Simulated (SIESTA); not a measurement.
CuO (Tenorite):

```xyz
4
Lattice="2.3418 -1.7113 0.0000 2.3418 1.7113 0.0000 -0.8500 0.0000 5.0579" Properties=species:S:1:pos:R:3 pbc="T T T"
Cu    0.7459   -0.8557    2.5289
Cu    1.1709    0.8557    0.0000
O     1.7043    0.2793    3.7934
O     2.1293   -0.2793    1.2645
```

Base run:

```yaml
Program: SIESTA 5.4.2
Functional: PW91
Potentials_or_basis: PseudoDojo 0.4 standard (PBE files)
Basis: DZP (energy shift 0.003 Ry; two zetas on semicore shells)
Grid_cutoff: 800 Ry
Energy_shift: 0.003 Ry
k_mesh: 10 × 10 × 5
Occupations: fermi-dirac, width 0.05 eV
Spin: no spin polarisation
```

Its results: band gap on the k mesh none (metal or under the smearing width); pressure 6.2 GPa; largest force 0.120 eV/Å.

Question: After a change of settings the same cell gave: band gap on the k mesh none (metal or under the smearing width); pressure 11.0 GPa; largest force 0.034 eV/Å. Which change was it?
A. functional from PW91 to PBEsol; potentials or basis from PseudoDojo 0.4 standard (PBE files) to PseudoDojo 0.4 standard (PBEsol files)
B. functional from PW91 to revPBE
C. functional from PW91 to PBE
D. functional from PW91 to WC; potentials or basis from PseudoDojo 0.4 standard (PBE files) to PseudoDojo 0.4 standard (PBEsol files)

Answer: B.

revPBE binds less tightly than PW91, so the same cell stands under more pressure.

Caveats: short orbitals over semicore shells can move pressures by several GPa; the potentials were made for another functional, which shifts forces and pressure; the basis of atomic orbitals isn't converged, which shifts pressures, moduli and gaps; the run has no spin polarisation, though such a crystal can be magnetic; semilocal functionals often make such compounds metallic where correlation or magnetic order opens a gap, which also shifts bond lengths.
